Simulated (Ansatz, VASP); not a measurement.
# SiC in VASP and in Ansatz

File INCAR:

```
PREC = Accurate
ENCUT = 520
EDIFF = 1E-6
ISMEAR = -1
SIGMA = 0.08
LREAL = False
LASPH = True
NELM = 80
ALGO = Normal
ISIF = 2
LWAVE = False
LCHARG = False
GGA = PS
NBANDS = 16
```

KPOINTS

```
Automatic mesh
0
Gamma
  15 15 8
```

Contents of POSCAR:

```
SiC
1.0
    3.0759982064      0.0000000000      0.0000000000
   -1.5379991032      2.6638925888      0.0000000000
    0.0000000000      0.0000000000      5.1489600000
Si C
2 2
Direct
    0.3333333333      0.6666666667      0.0000000000
    0.6666666667      0.3333333333      0.5000000000
    0.3333333333      0.6666666667      0.3850000000
    0.6666666667      0.3333333333      0.8850000000
```

Input for Ansatz:

```yaml
crystal:
  lattice:
    - [3.0759982064, 0.0, 0.0]
    - [-1.5379991032, 2.6638925888, 0.0]
    - [0.0, 0.0, 5.14896]
  atoms:
    - { symbol: Si, position: [0.3333333333, 0.6666666667, 0.0] }
    - { symbol: Si, position: [0.6666666667, 0.3333333333, 0.5] }
    - { symbol: C, position: [0.3333333333, 0.6666666667, 0.385] }
    - { symbol: C, position: [0.6666666667, 0.3333333333, 0.885] }
kpoints:
  mp_grid: { grid: [15, 15, 8] }
  band_path:
    path:
      - [0.0, 0.0, 0.0]
      - [0.5, 0.0, 0.0]
      - [0.3333333333, 0.3333333333, 0.0]
      - [0.0, 0.0, 0.0]
      - [0.0, 0.0, 0.5]
      - [0.5, 0.0, 0.5]
      - [0.3333333333, 0.3333333333, 0.5]
      - [0.0, 0.0, 0.5]
      - [0.5, 0.0, 0.5]
    npoints: 5
scf:
  occupations: { method: fermi_dirac, width: 0.08 }
hamiltonian:
  xc: pbesol
  pseudopotentials: { kind: all_electron, lapw: { basis_error: 0.001 } }
output:
  forces: true
  stress: true
  eigenvalues: true
```

Change from the starting cell: zz strain of +2 %.

Alike in both runs: task single point; functional PBEsol; k mesh 15 × 15 × 8; occupations fermi-dirac, width 0.08 eV; no spin polarisation.

|  | VASP | Ansatz |
| --- | --- | --- |
| version | VASP 6.6.1 | Ansatz 0.2.0 |
| potentials or method | VASP PAW PBE potentials, release 64 (Si, C) | all-electron LAPW, scalar-relativistic |
| plane-wave cutoff (eV) | 520 | see its input |

```tsv
	VASP	Ansatz	Ansatz less VASP
pressure (GPa)	-3.1	-3.5	-0.38
largest component of the traceless stress (GPa)	9.14	8.99	-0.150
rms of the force components (eV/Å)	0.482	0.477	-0.0049
```

Atom by atom the forces differ by 0.005 eV/Å (rms over components). Ansatz ran all-electron here, so the differences hold the error of VASP's frozen core and of both bases.

Caveats: the PAW data sets were made with another functional, which shifts forces and pressure a little (VASP); an odd mesh through Γ misses points on the zone boundary, where band edges often lie.
